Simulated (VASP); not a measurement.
The system is SnTe.

```
Te Sn
1.0
     0.00000    3.61115    3.61115
     3.61115    0.00000    3.61115
     3.61115    3.61115    0.00000
Te Sn
1 1
Direct
  0.25000 0.25000 0.25000
  0.00000 0.00000 0.00000
```

Measurements of this composition are mostly on another form, of space group No. 225.

| Quantity | Value |
| --- | --- |
| Program | VASP 6.6.1 |
| Task | relaxation of cell and atoms |
| Functional | LDA |
| Potentials or basis | VASP PAW LDA potentials, release 64 (Te, Sn_d) |
| Cutoff | 600 eV |
| k mesh | 6 × 6 × 6 |
| Occupations | gaussian, width 0.02 eV |
| Spin | no spin polarisation |

At the start: pressure -2.1 GPa; volume 47.09 Å³/atom.

Q: Where does the relaxation end?

A: Over 3 steps the energy falls by 27.9 meV/atom and the volume is 43.10 Å³/atom (-8.5 %); space group F-43m (No. 216, to 0.05 Å).

Step by step:
```csv
step,energy change (eV),largest force (eV/Å),pressure (GPa),volume (Å³)
1,0.0000,0.0000,-2.13,94.18
2,-0.0557,0.0000,0.09,85.92
3,-0.0558,0.0000,-0.03,86.19
```

Final structure:
```xyz
2
Lattice="0.0000 3.5060 3.5060 3.5060 0.0000 3.5060 3.5060 3.5060 0.0000" Properties=species:S:1:pos:R:3 pbc="T T T"
Te    1.7530    1.7530    1.7530
Sn    0.0000    0.0000    0.0000
```
